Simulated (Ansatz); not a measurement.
# GaN: the cost of one run

Computed with Ansatz 0.2.0 (DFT PBEsol, all-electron LAPW, scalar-relativistic unless said, unless a step's input says otherwise).

The COD entry's cell or inner coordinates are ideal or old and differ from later refinements, so a difference from it is no clean test against experiment.

### 1 The starting structure

The structure is hexagonal, space group P6_3mc (No. 186). The conventional cell has a = 3.183 Å, b = 3.183 Å, c = 5.185 Å, α = 90.00°, β = 90.00°, γ = 120.00°. Ga (site symmetry 3m) has 4 N at 1.95 Å as nearest neighbours. N (site symmetry 3m) has 4 Ga at 1.95 Å as nearest neighbours.

Coordinates:

```
CELL_PARAMETERS angstrom
3.18257 0.00000 0.00000
-1.59129 2.75619 0.00000
0.00000 0.00000 5.18541
ATOMIC_POSITIONS crystal
Ga 0.33333 0.66667 0.99919
Ga 0.66667 0.33333 0.49919
N 0.33333 0.66667 0.37581
N 0.66667 0.33333 0.87581
```

Cartesian axes are those of the input's lattice vectors. The structure goes back to a database entry.

### 2 Reference run, fine mesh, LAPW

File input.yaml:

```yaml
crystal:
  lattice:
    - [3.18257459547, 0.0, 0.0]
    - [-1.59128729773, 2.75619044912, 0.0]
    - [0.0, 0.0, 5.18541020254]
  atoms:
    - { symbol: Ga, position: [0.333333333333, 0.666666666667, -0.000806156036] }
    - { symbol: Ga, position: [0.666666666667, 0.333333333333, 0.499193843964] }
    - { symbol: "N", position: [0.333333333333, 0.666666666667, 0.375806156036] }
    - { symbol: "N", position: [0.666666666667, 0.333333333333, 0.875806156036] }
kpoints:
  mp_grid: { grid: [8, 8, 4] }
scf:
  occupations: { method: fixed }
hamiltonian:
  xc: pbesol
  pseudopotentials: { kind: all_electron, lapw: { basis_error: 0.001 } }
magnetization:
  noncollinear: true
  spin_orbit: true
output:
  forces: true
  stress: true
  eigenvalues: true
  eigenstates:
    nscf_kmesh: { grid: [12, 12, 6] }
    de_dk: true
    e_range: [-9, 11.87520727985]
checkpoint:
  write: ck
  write_wavefunctions: false
```

Command:

```sh
> ansatz run input.yaml --threads 2 --pin off --max-ram 5120MiB --backend cpu --events-out ev --progress --plain --runs-dir out
```

**Question.** How long does this run take on 2 threads of Arm Neoverse V1, shared host, and how much memory does it need?

About 3.7 min, with a peak of 0.87 GiB.
